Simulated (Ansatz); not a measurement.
# Ir: LAPW beside PAW

The same cell of Ir is computed with LAPW, all electrons, PAW on the default files and all-electron PAW on datasets made for the crystal, to set the results side by side. The cell is first relaxed from a guess with PAW; it needn't be the stable phase of this composition.

This is Ir in the hcp structure; at room conditions it is fcc.

Method: DFT PBE, scalar-relativistic, in Ansatz 0.2.0.

### Step 1. The structure to begin with

Symmetry: P6_3/mmc, No. 194, hexagonal system. The conventional cell has a = 2.565 Å, b = 2.565 Å, c = 4.156 Å, α = 90.00°, β = 90.00°, γ = 120.00°. Ir (site symmetry -6m2) has 12 Ir at 2.55 to 2.57 Å as nearest neighbours.

Coordinates:

```cif
data_structure
_symmetry_space_group_name_H-M 'P 1'
_symmetry_Int_Tables_number 1
_cell_length_a 2.5654
_cell_length_b 2.5654
_cell_length_c 4.1560
_cell_angle_alpha 90.000
_cell_angle_beta 90.000
_cell_angle_gamma 120.000
_cell_volume 23.69
loop_
_atom_site_label
_atom_site_type_symbol
_atom_site_fract_x
_atom_site_fract_y
_atom_site_fract_z
_atom_site_occupancy
Ir1 Ir 0.33333 0.66667 0.25000 1
Ir2 Ir 0.66667 0.33333 0.75000 1
```

Atoms are numbered in the order of the input: Ir1, Ir2.

### Step 2. Cell and atoms relaxed first

File input.yaml:

```yaml
crystal:
  lattice:
    - [2.5654143566, 0.0, 0.0]
    - [-1.2827071783, 2.2217140041, 0.0]
    - [0.0, 0.0, 4.1559712577]
  atoms:
    - { symbol: Ir, position: [0.3333333333, 0.6666666667, 0.25] }
    - { symbol: Ir, position: [0.6666666667, 0.3333333333, 0.75] }
kpoints:
  mp_grid: { grid: [15, 15, 8] }
scf:
  occupations: { method: fermi_dirac, width: 0.03 }
hamiltonian:
  xc: pbe
  pseudopotentials: { kind: paw }
output:
  forces: true
  stress: true
relax:
  f_tol: 0.005
  max_steps: 80
  cell: {}
```

Launch:

```console
ansatz run input.yaml --threads 1 --pin off --max-ram 2048MiB --backend cpu --events-out ev --progress --plain --runs-dir out
```

Output:

```text
Engine: ansatz 0.2.0
Pseudopotentials: kind: paw
Pseudopotential: Ir, paw, valence charge 17, recommended cutoff 420 eV (normal)
Functional definition: PBE
  parameter kappa = 0.804
  parameter beta = 0.06672455060314922
  exchange = pbe_x(kappa = kappa, mu = beta*pi^2/3)
  correlation = pbe_c(beta = beta)
Crystal: 2 atoms, lattice volume = 23.687 Å³
Basis set: ecut = 420 eV, 463 PW (Γ), exchange–correlation on 36×36×60 points (8 copies of the dense FFT grid, shifted against one another)
Bands: 21, of which v1, the nominal top of the filled ones, is band 17 counted from 1 (16 counted from 0)
Symmetry: 24 space group operations
Space group: P63/mmc (ITA 194), of the structure as read, at distance tolerance 2.9e-5 Å
k-points: 135 of 1800
Non-local potential: Ir, projectors of the file, l = 0: 3, l = 1: 2, l = 2: 2, l = 3: 1
PAW form: soft (Blöchl's): semilocal exchange-correlation on the pseudo side does not see the compensation charge
PAW one-centre angular grid: Ir, 590 points (default); XC on 64 Gauss nodes
Initial density: superposition of atomic densities (neutral atoms: chi_scale 0, normalization atom), corrected by the library's trained network
Initial wavefunctions: pseudopotential atomic-orbital guess
Functional: x = pbe(κ = 0.804, μ = 0.2195149727645171), c = pbe(β = 0.06672455060314922)
SCF iter   1: F=—  HF=-23868.822426 eV  |F-HF|=—  |Δ(HF+E_count)|=         —  Δρ=1.14e-2  dr2=7.14e-3  ethr=1.77e-3  ⟨swp⟩=5.7  Hψ=11991  notcnv=0
preconditioner: auto → none  [metal: Δε(μ)=0.022 eV  Ē_g=10.027 eV  σ=0.030 eV  W_gap=0.18  n_scr=8 (ndim 8)  ℏωp=32.4 eV  f_vac=0.000  D(μ)=2.38/eV (n_scr^D=34)  sad-step TF]
SCF iter   2: F=—  HF=-23868.822461 eV  |F-HF|=—  |Δ(HF+E_count)|=   3.51e-5  Δρ=6.50e-3  dr2=2.37e-3  ethr=2.10e-5  ⟨swp⟩=2.1  Hψ=4729  notcnv=0  defer=3
SCF iter   3: F=—  HF=-23868.822917 eV  |F-HF|=—  |Δ(HF+E_count)|=   4.56e-4  Δρ=2.97e-4  dr2=8.65e-6  ethr=6.97e-6  ⟨swp⟩=2.1  Hψ=4046  notcnv=0  defer=3
SCF iter   4: F=—  HF=-23868.822922 eV  |F-HF|=—  |Δ(HF+E_count)|=   5.46e-6  Δρ=7.39e-5  dr2=7.24e-7  ethr=2.55e-8  ⟨swp⟩=2.1  Hψ=4818  notcnv=0  defer=3
iter 5 did not close the SCF: its close was put off for the readings that it lacked (scf_convergence_deferred on its scf_iter line)
SCF iter   5: F=-23868.822922 eV  HF=-23868.822922 eV  |F-HF|=1.19e-9  |Δ(HF+E_count)|=   3.34e-7  Δρ=6.32e-6  dr2=3.98e-9  ethr=2.13e-9  ⟨swp⟩=2.0  Hψ=4618  notcnv=0  defer=3
SCF iter   6: F=-23868.822922 eV  HF=-23868.822922 eV  |F-HF|=2.18e-11  |Δ(HF+E_count)|=  5.35e-10  Δρ=1.32e-6  dr2=9.92e-11  ethr=1.17e-11  ⟨swp⟩=1.9  Hψ=9451  notcnv=0
SCF 1 converged in 6 iterations: F = -23868.822922 eV  dr2 = 9.92e-11
relax step   1: F+E_penalty+E_count = -23868.82292205 eV  Δ(F+E_penalty+E_count) = +0.000e0 eV  max|allowed force component| = 7.864e-17 eV/Å  Δτ_max = 0.0000 Å  P = +119.398 GPa  Ω = 23.687 Å³  (6 SCF iters, dr2 threshold 1.00e-7 eV, accepted)
Crystal: 2 atoms, lattice volume = 27.350 Å³
Basis set: ecut = 420 eV, 549 PW (Γ), exchange–correlation on 36×36×60 points (8 copies of the dense FFT grid, shifted against one another)
Initial density: handed on by an earlier stage of this run
Initial wavefunctions: those handed on with the density
iter 1 solved again at ethr=8.32e-6 eV; its pass at ethr=3.10e-3 eV (dr2=2.83e-3 eV) is discarded
SCF iter   1: F=—  HF=-23870.338381 eV  |F-HF|=—  |Δ(HF+E_count)|=         —  Δρ=5.54e-3  dr2=2.65e-3  ethr=8.32e-6  ⟨swp⟩=2.2  Hψ=16846  notcnv=0
preconditioner: auto → none  [metal: Δε(μ)=0.006 eV  Ē_g=8.430 eV  σ=0.030 eV  W_gap=0.05  n_scr=8 (ndim 8)  ℏωp=30.1 eV  f_vac=0.000  D(μ)=2.85/eV (n_scr^D=36)]
SCF iter   2: F=—  HF=-23870.340220 eV  |F-HF|=—  |Δ(HF+E_count)|=   1.84e-3  Δρ=2.69e-3  dr2=5.92e-4  ethr=7.80e-6  ⟨swp⟩=1.0  Hψ=2835  notcnv=0
SCF iter   3: F=—  HF=-23870.340849 eV  |F-HF|=—  |Δ(HF+E_count)|=   6.29e-4  Δρ=1.76e-4  dr2=5.18e-6  ethr=1.74e-6  ⟨swp⟩=2.0  Hψ=3755  notcnv=0
SCF iter   4: F=—  HF=-23870.340860 eV  |F-HF|=—  |Δ(HF+E_count)|=   1.10e-5  Δρ=3.17e-5  dr2=1.01e-7  ethr=1.52e-8  ⟨swp⟩=2.0  Hψ=5004  notcnv=0
iter 5 did not close the SCF: its close was put off for the readings that it lacked (scf_convergence_deferred on its scf_iter line)
SCF iter   5: F=-23870.340860 eV  HF=-23870.340860 eV  |F-HF|=8.55e-10  |Δ(HF+E_count)|=   8.12e-9  Δρ=7.75e-6  dr2=3.70e-9  ethr=2.97e-10  ⟨swp⟩=2.7  Hψ=5186  notcnv=0
SCF iter   6: F=-23870.340860 eV  HF=-23870.340860 eV  |F-HF|=3.64e-12  |Δ(HF+E_count)|=   1.00e-9  Δρ=4.43e-7  dr2=2.09e-11  ethr=1.09e-11  ⟨swp⟩=1.0  Hψ=8496  notcnv=0
SCF 2 converged in 6 iterations: F = -23870.340860 eV  dr2 = 2.09e-11
relax step   2: F+E_penalty+E_count = -23870.34086029 eV  Δ(F+E_penalty+E_count) = -1.518e0 eV  max|allowed force component| = 7.864e-17 eV/Å  Δτ_max = 0.0000 Å  P = +25.397 GPa  Ω = 27.350 Å³  energy of the carried Pulay correction = -3.135e-3 eV  (6 SCF iters, dr2 threshold 2.00e-7 eV, accepted)
Crystal: 2 atoms, lattice volume = 28.540 Å³
Basis set: ecut = 420 eV, 573 PW (Γ), exchange–correlation on 36×36×60 points (8 copies of the dense FFT grid, shifted against one another)
iter 1 solved again at ethr=1.22e-6 eV; its pass at ethr=3.10e-3 eV (dr2=4.14e-4 eV) is discarded
SCF iter   1: F=—  HF=-23870.458020 eV  |F-HF|=—  |Δ(HF+E_count)|=         —  Δρ=1.94e-3  dr2=5.61e-4  ethr=1.22e-6  ⟨swp⟩=2.3  Hψ=16616  notcnv=0
preconditioner: auto → none  [metal: Δε(μ)=0.005 eV  Ē_g=7.992 eV  σ=0.030 eV  W_gap=0.05  n_scr=8 (ndim 8)  ℏωp=29.5 eV  f_vac=0.000  D(μ)=3.01/eV (n_scr^D=36)]
SCF iter   2: F=—  HF=-23870.457994 eV  |F-HF|=—  |Δ(HF+E_count)|=   2.55e-5  Δρ=8.81e-4  dr2=7.46e-5  ethr=1.22e-6  ⟨swp⟩=2.0  Hψ=3927  notcnv=0
SCF iter   3: F=—  HF=-23870.458031 eV  |F-HF|=—  |Δ(HF+E_count)|=   3.71e-5  Δρ=1.41e-4  dr2=2.81e-6  ethr=2.19e-7  ⟨swp⟩=1.0  Hψ=2835  notcnv=0
iter 4 did not close the SCF: its close was put off for the readings that it lacked (scf_convergence_deferred on its scf_iter line)
SCF iter   4: F=-23870.458032 eV  HF=-23870.458032 eV  |F-HF|=6.92e-9  |Δ(HF+E_count)|=   3.53e-7  Δρ=1.32e-5  dr2=1.35e-8  ethr=8.27e-9  ⟨swp⟩=2.0  Hψ=4047  notcnv=0
iter 5 did not close the SCF: its close was put off for the readings that it lacked (scf_convergence_deferred on its scf_iter line)
SCF iter   5: F=-23870.458032 eV  HF=-23870.458032 eV  |F-HF|=2.18e-11  |Δ(HF+E_count)|=   4.42e-9  Δρ=1.64e-6  dr2=2.25e-10  ethr=3.98e-11  ⟨swp⟩=2.7  Hψ=4544  notcnv=0
SCF iter   6: F=-23870.458032 eV  HF=-23870.458032 eV  |F-HF|=7.28e-12  |Δ(HF+E_count)|=    0.00e0  Δρ=1.96e-7  dr2=4.73e-12  ethr=1.00e-12  ⟨swp⟩=1.0  Hψ=8226  notcnv=0
SCF 3 converged in 6 iterations: F = -23870.458032 eV  dr2 = 4.73e-12
relax step   3: F+E_penalty+E_count = -23870.45803184 eV  Δ(F+E_penalty+E_count) = -1.172e-1 eV  max|allowed force component| = 9.252e-17 eV/Å  Δτ_max = 0.0000 Å  P = +7.111 GPa  Ω = 28.540 Å³  energy of the carried Pulay correction = -4.060e-3 eV  (6 SCF iters, dr2 threshold 2.00e-7 eV, accepted)
[... 12 lines left out ...]
relax step   4: F+E_penalty+E_count = -23870.46954946 eV  Δ(F+E_penalty+E_count) = -1.152e-2 eV  max|allowed force component| = 4.626e-18 eV/Å  Δτ_max = 0.0000 Å  P = -0.451 GPa  Ω = 29.128 Å³  energy of the carried Pulay correction = -4.502e-3 eV  (6 SCF iters, dr2 threshold 2.00e-7 eV, accepted)
[... 14 lines left out ...]
relax step   5: F+E_penalty+E_count = -23870.46962860 eV  Δ(F+E_penalty+E_count) = -7.914e-5 eV  max|allowed force component| = 7.401e-17 eV/Å  Δτ_max = 0.0000 Å  P = -0.015 GPa  Ω = 29.093 Å³  energy of the carried Pulay correction = -4.475e-3 eV  (6 SCF iters, dr2 threshold 2.00e-7 eV, accepted)
[... 11 lines left out ...]
relax step   6: F+E_penalty+E_count = -23870.47480083 eV  Δ(F+E_penalty+E_count) = -5.172e-3 eV  max|allowed force component| = 7.401e-17 eV/Å  Δτ_max = 0.0000 Å  P = +0.393 GPa  Ω = 29.093 Å³  stress off target by 3.99e-1 GPa  SCF on the basis re-selected at this cell (its energy is not comparable with the rows above)  (6 SCF iters)
[... 15 lines left out ...]
relax step   7: F+E_penalty+E_count = -23870.47482545 eV  Δ(F+E_penalty+E_count) = -2.462e-5 eV  max|allowed force component| = 7.401e-17 eV/Å  Δτ_max = 0.0000 Å  P = +0.013 GPa  Ω = 29.125 Å³  energy of the carried Pulay correction = -1.624e-5 eV  (6 SCF iters, dr2 threshold 2.00e-7 eV, accepted)
iter 1 solved again at ethr=4.87e-9 eV; its pass at ethr=3.10e-3 eV (dr2=1.65e-6 eV) is discarded
SCF iter   1: F=—  HF=-23870.474821 eV  |F-HF|=—  |Δ(HF+E_count)|=         —  Δρ=3.82e-6  dr2=7.82e-10  ethr=4.87e-9  ⟨swp⟩=4.0  Hψ=20633  notcnv=0
preconditioner: auto → none  [metal: Δε(μ)=0.007 eV  Ē_g=7.795 eV  σ=0.030 eV  W_gap=0.06  n_scr=8 (ndim 8)  ℏωp=29.2 eV  f_vac=0.000  D(μ)=3.07/eV (n_scr^D=36)]
SCF iter   2: F=—  HF=-23870.474842 eV  |F-HF|=—  |Δ(HF+E_count)|=   2.14e-5  Δρ=1.91e-6  dr2=1.83e-10  ethr=2.30e-12  ⟨swp⟩=2.6  Hψ=5528  notcnv=0
iter 3 did not close the SCF: its close was put off for the readings that it lacked (scf_convergence_deferred on its scf_iter line)
SCF iter   3: F=-23870.474842 eV  HF=-23870.474842 eV  |F-HF|=1.09e-11  |Δ(HF+E_count)|=  2.91e-11  Δρ=5.30e-7  dr2=1.28e-11  ethr=1.00e-12  ⟨swp⟩=1.1  Hψ=2952  notcnv=0
iter 4 did not close the SCF: its close was put off for the readings that it lacked (scf_convergence_deferred on its scf_iter line)
SCF iter   4: F=-23870.474842 eV  HF=-23870.474842 eV  |F-HF|=0.00e0  |Δ(HF+E_count)|=  2.18e-11  Δρ=6.81e-8  dr2=6.69e-13  ethr=1.00e-12  ⟨swp⟩=1.0  Hψ=2835  notcnv=0
iter 5 did not close the SCF: its close was put off for the readings that it lacked (scf_convergence_deferred on its scf_iter line)
SCF iter   5: F=-23870.474842 eV  HF=-23870.474842 eV  |F-HF|=7.28e-12  |Δ(HF+E_count)|=  3.64e-12  Δρ=1.07e-8  dr2=1.68e-14  ethr=1.00e-12  ⟨swp⟩=1.0  Hψ=2835  notcnv=0
iter 6 did not close the SCF: its close was put off for the readings that it lacked (scf_convergence_deferred on its scf_iter line)
SCF iter   6: F=-23870.474842 eV  HF=-23870.474842 eV  |F-HF|=3.64e-12  |Δ(HF+E_count)|=  3.64e-12  Δρ=1.65e-9  dr2=4.45e-16  ethr=1.00e-12  ⟨swp⟩=1.0  Hψ=2835  notcnv=0
SCF iter   7: F=-23870.474842 eV  HF=-23870.474842 eV  |F-HF|=7.28e-12  |Δ(HF+E_count)|=  7.28e-12  Δρ=5.93e-10  dr2=3.14e-17  ethr=1.00e-12  ⟨swp⟩=1.7  Hψ=6577  notcnv=0
SCF 8 converged in 7 iterations: F = -23870.474842 eV  dr2 = 3.14e-17
relax step   8: F+E_penalty+E_count = -23870.47484202 eV  Δ(F+E_penalty+E_count) = -1.657e-5 eV  max|allowed force component| = 7.401e-17 eV/Å  Δτ_max = 0.0000 Å  P = +0.012 GPa  Ω = 29.125 Å³  stress off target by 1.18e-2 GPa  SCF on the basis re-selected at this cell (its energy is not comparable with the rows above)  (7 SCF iters)
basis re-selected at this cell: Δ(F+E_penalty+E_count) = -1.657e-5 eV, ΔP = -0.002 GPa vs the last step (what re-selecting the basis moved, of the pressure what is left beyond the Pulay correction that the steps carried, after the strain that the cell walked since its last selection, with what the two solves' SCF thresholds leave and, on support functions, any second-order correction that the steps lacked; it is no measure of the basis error at this ecutwfc). This SCF's stress stands 1.18e-2 GPa from its target on what of the cell is left free (relax.cell.stress_tol is 5.00e-2 GPa) and its largest allowed force component is 7.40e-17 eV/Å (relax.f_tol is 5.00e-3 eV/Å): within both
SCF converged after 7 iterations
Free energy (F): -23870.474842 eV
Harris-Foulkes:  -23870.474842 eV  (|F-HF|=7.28e-12)
Internal energy: -23870.466200 eV  (E = F + TS)
E sigma→0 (E₀):  -23870.470521 eV
Entropy (-TS):   -0.008642 eV (-4.321 meV/atom)
Fermi energy:    25.024477 eV
--- Per-component energies (eV) ---
  E_band       = -191.196237
  E_kinetic    = 1244.838706
  E_local      = -2194.911388  (includes V_loc(G=0)·N_el)
  E_nonlocal   = 145.097148
  E_hartree    = 838.489981
  E_xc         = -535.533396
  E_vxc        = -599.653540  (∫ρ·V_xc dr)
  E_paw        = -18446.675160  (= ΣΔE_a)
  E_vpaw       = -463.547236  (= ΣTr[D̂ρ^β])
  E_aug_tail   = 0.000111  (compensation charges beyond the density's cutoff)
  E_ewald      = -4921.772202
  E_smearing   = -0.008642  (= −TS)
  E_closure    = 0.000000  (closes the sum)
  Σ components = -23870.474842   (vs F -23870.474842, Δ=0.00e0)
--- Forces (eV/Å), atoms counted from 1 ---
  atom   1  Ir     0.00000000     0.00000000     0.00000000
  atom   2  Ir     0.00000000    -0.00000000     0.00000000
  max |Σ_I F_I| component: 9.25e-18 eV/Å
--- Stress (GPa, compression-positive) ---
        0.011430      -0.000000       0.000000
        0.000000       0.011430       0.000000
        0.000000       0.000000       0.011773
  P = ⅓ Tr σ = 0.0115 GPa (0.115 kbar)
--- Relaxed structure (6 steps of the walk, 6 accepted, 2 SCFs on fresh bases) ---
  F+E_penalty+E_count = -23870.47484202 eV   max|allowed force component| = 7.401e-17 eV/Å   (the final SCF, on the basis selected at the relaxed cell)
  cell:  # Å, volume = 29.1249 Å³
    - [2.7485640889994847, -1.4336529219120997e-33, 0.0]
    - [-1.3742820444997423, 2.3803263250031863, 0.0]
    - [0.0, 0.0, 4.451661652878734]
  atoms:
    - { symbol: Ir, position: [0.3333333333333333, 0.6666666666666666, 0.25] }
    - { symbol: Ir, position: [0.6666666666666666, 0.3333333333333333, 0.7500000000000001] }
```

It took 39 s on 1 thread of Arm Neoverse N1, shared host; peak memory 0.34 GiB.

The steps of the relaxation:

```
step  E - E(step 1) (eV/cell)  largest force component (eV/Å)  pressure (GPa)  volume (Å³)
   1                   0.0000                          0.0000          119.40        23.69
   2                  -1.5179                          0.0000           25.40        27.35
   3                  -1.6351                          0.0000            7.11        28.54
   4                  -1.6466                          0.0000           -0.45        29.13
   5                  -1.6467                          0.0000           -0.02        29.09
   6                  -1.6519                          0.0000            0.39        29.09
   7                  -1.6519                          0.0000            0.01        29.12
   8                  -1.6519                          0.0000            0.01        29.12
```

Step 1 is the start. Steps 6, 8 each repeat the geometry before them on a plane-wave basis chosen anew, so the energy can jump there without any move.

|  | before | after | change |
| --- | --- | --- | --- |
| a (Å) | 2.565 | 2.749 | +7.1 % |
| b (Å) | 2.565 | 2.749 | +7.1 % |
| c (Å) | 4.156 | 4.452 | +7.1 % |
| volume (Å³/atom) | 11.84 | 14.56 | +23.0 % |
| shortest distance (Å) | 2.552 | 2.734 | +7.1 % |
| space group (0.01 Å) | P6_3/mmc | P6_3/mmc | same |

The run keeps the 24 symmetry operations of the start, so it could not have lowered the symmetry.

### Step 3. LAPW, all electrons

File input.yaml:

```yaml
crystal:
  lattice:
    - [2.748564089, 0.0, 0.0]
    - [-1.3742820445, 2.380326325, 0.0]
    - [0.0, 0.0, 4.4516616529]
  atoms:
    - { symbol: Ir, position: [0.3333333333, 0.6666666667, 0.25] }
    - { symbol: Ir, position: [0.6666666667, 0.3333333333, 0.75] }
kpoints:
  mp_grid: { grid: [15, 15, 8] }
  band_path:
    path:
      - [0.0, 0.0, 0.0]
      - [0.5, 0.0, 0.0]
      - [0.3333333333, 0.3333333333, 0.0]
      - [0.0, 0.0, 0.0]
      - [0.0, 0.0, 0.5]
      - [0.5, 0.0, 0.5]
      - [0.3333333333, 0.3333333333, 0.5]
      - [0.0, 0.0, 0.5]
      - [0.5, 0.0, 0.5]
    npoints: 14
scf:
  occupations: { method: fermi_dirac, width: 0.03 }
hamiltonian:
  xc: pbe
  pseudopotentials: { kind: all_electron, lapw: { basis_error: 0.001 } }
output:
  forces: true
  stress: true
  eigenvalues: true
  fatbands: true
  populations: true
  dos: { projected: true, de: 0.2, e_range: [-14, 8] }
```

Launch:

```console
ansatz run input.yaml --threads 1 --pin off --max-ram 2048MiB --backend cpu --events-out ev --progress --plain --runs-dir out
```

Output (excerpt; [...] marks lines left out):

```text
Ir: projections on atomic orbitals take those of the free atom 1s2 2s2 2p6 3s2 3p6 3d10 4s2 4p6 4d10 4f14 5s2 5p6 5d7 6s2, of charge +0.00 (hamiltonian.pseudopotentials.projection_atoms)
LAPW: plane waves up to 8.544 Å⁻¹, error target 1.0e-3 eV per atom; small_component_spin mean_spin; Ir in spheres of 1.367 Å, 41 of its electrons in bands, Dirac shells []
[...]
Pseudopotentials: kind: all_electron
Pseudopotential: Ir, LAPW, valence charge 41, Koelling and Harmon's equation, gaussian nucleus
[... 1 set-up line as earlier in the session ...]
[...]
Crystal: 2 atoms, lattice volume = 29.125 Å³
Basis set: ecut = 278.15738007917776 eV, 313 PW (Γ), exchange–correlation at level 2
Bands: 50, of which v1, the nominal top of the filled ones, is band 41 counted from 1 (40 counted from 0)
[... 1 set-up line as earlier in the session ...]
Space group: P63/mmc (ITA 194), of the structure as read, at distance tolerance 3.1e-5 Å
[...]
SCF iter   8: F=-970051.815579 eV  HF=-970051.815579 eV  |F-HF|=1.93e-8  |Δ(HF+E_count)|=   2.21e-9  Δρ=1.49e-5  dr2=6.91e-8  ethr=5.64e-10  ⟨swp⟩=2.0  Hψ=19634  notcnv=0
[...]
NSCF: frozen V_eff on 113 k-points
SCF converged after 8 iterations
Free energy (F): -970051.815579 eV
[...]
E sigma→0 (E₀):  -970051.811258 eV
Entropy (-TS):   -0.008643 eV (-4.322 meV/atom)
Fermi energy:    31.021871 eV
[...]
--- Forces (eV/Å), atoms counted from 1 ---
  atom   1  Ir     0.00000000     0.00000000     0.00000000
  atom   2  Ir     0.00000000    -0.00000000     0.00000000
[...]
--- Stress (GPa, compression-positive) ---
       -0.041587       0.000000       0.000000
        0.000000      -0.041587       0.000000
        0.000000       0.000000      -0.057251
  P = ⅓ Tr σ = -0.0468 GPa (-0.468 kbar)
--- Band table (eV; the first three rows and the last of 135) ---
[...]
--- Löwdin populations: 2 sites ---
  site symbol       q [e]
     0     Ir     76.8032
     1     Ir     76.8032
  spilling = 0.002555 (of n_electrons = 154.000000)
```

Wall time 2.7 min (1 thread of Arm Neoverse N1, shared host); peak memory 0.64 GiB.

Result: pressure -0.05 GPa; no gap.

Levels at the path's labelled points, in eV from the Fermi level:

```csv
point,band 39,band 40,band 41,band 42,band 43,band 44,band 45
Γ,-3.06,-2.31,-2.31,-0.76,0.26,0.26,6.84
M,-2.87,0.67,0.93,1.08,2.85,4.27,8.00
K,-2.33,-0.04,-0.04,0.31,4.34,4.34,5.89
Γ,-3.06,-2.31,-2.31,-0.76,0.26,0.26,6.84
A,-3.82,-3.82,-0.46,-0.46,-0.46,-0.46,13.14
L,-0.94,-0.94,0.91,0.91,1.97,1.97,7.41
H,-2.31,-2.31,0.29,0.29,6.96,6.96,7.57
A,-3.82,-3.82,-0.46,-0.46,-0.46,-0.46,13.14
L,-0.94,-0.94,0.91,0.91,1.97,1.97,7.41
```

States per cell in windows of 1 eV (zero at the Fermi level; grid of 0.20 eV, so sharp peaks spill over the borders):

```csv
from,to,total,Ir 5d,Ir 6s
-10,-9,0.16,0.00,0.15
-9,-8,0.30,0.04,0.25
-8,-7,1.32,0.79,0.51
-7,-6,2.16,1.82,0.32
-6,-5,2.27,2.10,0.13
-5,-4,2.27,2.11,0.11
-4,-3,3.16,2.93,0.14
-3,-2,2.65,2.41,0.13
-2,-1,1.65,1.51,0.06
-1,0,1.70,1.62,0.04
0,1,3.21,3.09,0.09
1,2,0.78,0.60,0.13
2,3,0.57,0.28,0.18
3,4,0.51,0.17,0.18
4,5,0.54,0.12,0.22
```

[end of part 1 of 2]
